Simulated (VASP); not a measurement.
Input of a VASP 6.6.1 run:

POSCAR

```
GaN                                     
1.0
    3.1802324007     -0.0000000000      0.0000000000
   -1.5901162004      2.7541620489      0.0000000000
    0.0000000000      0.0000000000      5.1832207791
  Ga              N             
     2     2
Direct
     0.3333333332999970    0.6666666667000030    0.9992402580504851
     0.6666666667000030    0.3333333332999970    0.4992402580504852
     0.3333333332999970    0.6666666667000030    0.3757597419495148
     0.6666666667000030    0.3333333332999970    0.8757597419495149
```

The input INCAR.step1:

```
SYSTEM = GaN
PREC = Accurate
ENCUT = 520
EDIFF = 1E-5
ISMEAR = 0
SIGMA = 0.03
LREAL = .False.
LASPH = .True.
NELM = 80
ALGO = Normal
ISIF = 2
LWAVE = .True.
LCHARG = .False.
KPAR = 4
GGA = PE
```

File INCAR.step2:

```
SYSTEM = GaN
PREC = Accurate
ENCUT = 520
EDIFF = 1E-7
ISMEAR = 0
SIGMA = 0.03
LREAL = .False.
LASPH = .True.
NELM = 80
ALGO = Normal
ISIF = 2
LWAVE = .False.
LCHARG = .False.
GGA = PE
LHFCALC = .True.
AEXX = 0.25
PRECFOCK = Fast
HFRCUT = -1
KPAR = 4
ISTART = 1
```

Contents of KPOINTS:

```
regular mesh
0
Gamma
  6 6 3
  0 0 0
```

KPOINTS_OPT

```
explicit points
6
Reciprocal
 0.0000000000  0.0000000000  0.0000000000 1
 0.0000000000  0.0000000000  0.5000000000 1
 0.3333333333  0.3333333333  0.5000000000 1
 0.3333333333  0.3333333333  0.0000000000 1
 0.5000000000  0.0000000000  0.5000000000 1
 0.5000000000  0.0000000000  0.0000000000 1
```

Potentials or basis: VASP PAW PBE potentials, release 64 (Ga_d, N).

Launch:

```bash
$ cat potpaw_PBE.64/Ga_d/POTCAR potpaw_PBE.64/N/POTCAR > POTCAR
$ cp INCAR.step1 INCAR
$ mpirun -np 4 vasp_std > vasp.out
$ cp INCAR.step2 INCAR
$ mpirun -np 4 vasp_std > vasp.out
```

(1) What does it give for the pressure?

(2) Predict the band gap along the path.

Results:

(1) 0.1 GPa.

(2) 3.93 eV, direct.

Caveat: the PAW data sets were made with another functional, which shifts forces and pressure a little.

**Experimental background.**

“Studying electronic properties in GaN without electrical contacts using γ-γ vs e−-γ Perturbed Angular Correlations”, 2019, pmc:6823545 quotes, for a bulk crystal of GaN: band gap 3.503 ± 0.005 eV (direct).

A measured gap of GaN is 3.503 eV (direct; quoted in “Studying electronic properties in GaN without electrical contacts using γ-γ vs e−-γ Perturbed Angular Correlations”, 2019, pmc:6823545); the calculated 3.93 eV misses it by +0.43 eV. Spin-orbit coupling on Ga is left out. The value is that of PBE0, without temperature or zero-point motion.
